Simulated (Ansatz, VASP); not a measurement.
## Fe: VASP beside Ansatz

The input INCAR:

```
PREC     = Accurate       # precision mode
ENCUT    = 520            # plane-wave cutoff, eV
EDIFF    = 1E-7           # SCF threshold, eV
ISMEAR   = -1             # smearing method
SIGMA    = 0.05           # smearing width, eV
LREAL    = False          # projectors in reciprocal space
LASPH    = True           # aspherical terms in the spheres
NELM     = 150            # most SCF steps
ALGO     = Fast           # electronic algorithm
ISIF     = 2              # what is computed and relaxed
LWAVE    = False          # write WAVECAR
LCHARG   = False          # write CHGCAR
ISPIN    = 2              # spin polarisation
MAGMOM   = 3              # initial moments
LORBIT   = 11             # projections on sites
LMAXMIX  = 4              # l up to which the mixer works
GGA      = PE             # functional
NBANDS   = 14             # bands
```

Contents of KPOINTS:

```
regular mesh
0
Gamma
  13 13 13
```

Contents of POSCAR:

```
Fe
1.0
   -1.4619890197      1.4619890197      1.4619890197
    1.4619890197     -1.4619890197      1.4619890197
    1.4619890197      1.4619890197     -1.4619890197
Fe
1
Direct
    0.0000000000      0.0000000000      0.0000000000
```

The input input.yaml:

```yaml
crystal:
  lattice:
    - [-1.4619890197, 1.4619890197, 1.4619890197]
    - [1.4619890197, -1.4619890197, 1.4619890197]
    - [1.4619890197, 1.4619890197, -1.4619890197]
  atoms:
    - { symbol: Fe, position: [0.0, 0.0, 0.0], spin: 3.0 }
hamiltonian:
  xc: pbe
  pseudopotentials: { kind: paw }
magnetization:
  spin_polarized: true
kpoints:
  mp_grid: { grid: [13, 13, 13] }
scf:
  occupations: { method: fermi_dirac, width: 0.05 }
output:
  forces: true
  stress: true
  eigenvalues: true
```

Alike in both runs: task single point; functional PBE; k mesh 13 × 13 × 13; occupations fermi-dirac, width 0.05 eV; collinear spin.

|  | VASP | Ansatz |
| --- | --- | --- |
| version | VASP 6.6.1 | Ansatz 0.2.0 |
| potentials or method | VASP PAW PBE potentials, release 64 (Fe) | Ansatz PAW |
| plane-wave cutoff (eV) | 520 | 420 |
| valence electrons in the cell | 8 | 16 |

VASP gave:

* gap on the k mesh at the Fermi level (eV): none
* pressure (GPa): -12.4
* net moment per atom (μB): 2.44
* size of the moment on the site where the two differ most (μB): 2.46

Q: Which values does Ansatz return?

A: gap on the k mesh at the Fermi level (eV): none; pressure (GPa): -13.0; net moment per atom (μB): 2.39; size of the moment on the site where the two differ most (μB): 2.46.

Site moments also hang on the region over which each program counts them. A gap of «none» marks a metal or a gap that the smearing closes. The two sets of potentials don't hold the same shells in valence.
